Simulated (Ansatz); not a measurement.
This Ansatz 0.2.0 run on KBr needs a look.

File input.yaml:

```yaml
crystal:
  lattice:
    - [0.0, 3.3, 3.3]
    - [3.3, 0.0, 3.3]
    - [3.3, 3.3, 0.0]
  atoms:
    - { symbol: Br, position_ang: [3.3, 3.3, 3.3] }
    - { symbol: K, position_ang: [0.0, 0.0, 0.0] }
hamiltonian:
  xc: pbe0
  pseudopotentials: { kind: paw_fr }
magnetization:
  noncollinear: true
  spin_orbit: true
kpoints:
  mp_grid: { grid: [4, 4, 4] }
  band_path:
    path:
      - [[0.0, 0.0, 0.0], [0.5, 0.0, 0.5], [0.5, 0.25, 0.75], [0.375, 0.375, 0.75], [0.0, 0.0, 0.0], [0.5, 0.5, 0.5], [0.625, 0.25, 0.625], [0.5, 0.25, 0.75], [0.5, 0.5, 0.5], [0.375, 0.375, 0.75]]
      - [[0.625, 0.25, 0.625], [0.5, 0.0, 0.5]]
    npoints: 4
scf:
  occupations: { method: gaussian, width: 0.1 }
  n_extra_bands: 6
  max_iter: 100
output:
  forces: true
  stress: true
  eigenvalues: true
  fatbands: false
accuracy: many
```

Potentials or basis: Ansatz PAW.

The run is started by

```sh
$ ansatz run input.yaml --threads 1 --pin off --max-ram 2560MiB --backend cpu --events-out ev --progress --plain --runs-dir out
```

Output:

```text
Error: YAML parse error: error: line 31 column 1: unknown variant `many`, expected one of low, medium, high
  --> <input>:31:1
   |
29 |   eigenvalues: true
30 |   fatbands: false
31 | accuracy: many
   | ^ unknown variant `many`, expected one of low, medium, high
```

**Question.** What happened, and what is wrong with the input?

**Answer.** The program refused the input. The input holds a flaw that was put in on purpose: a value of the wrong type (accuracy = many).
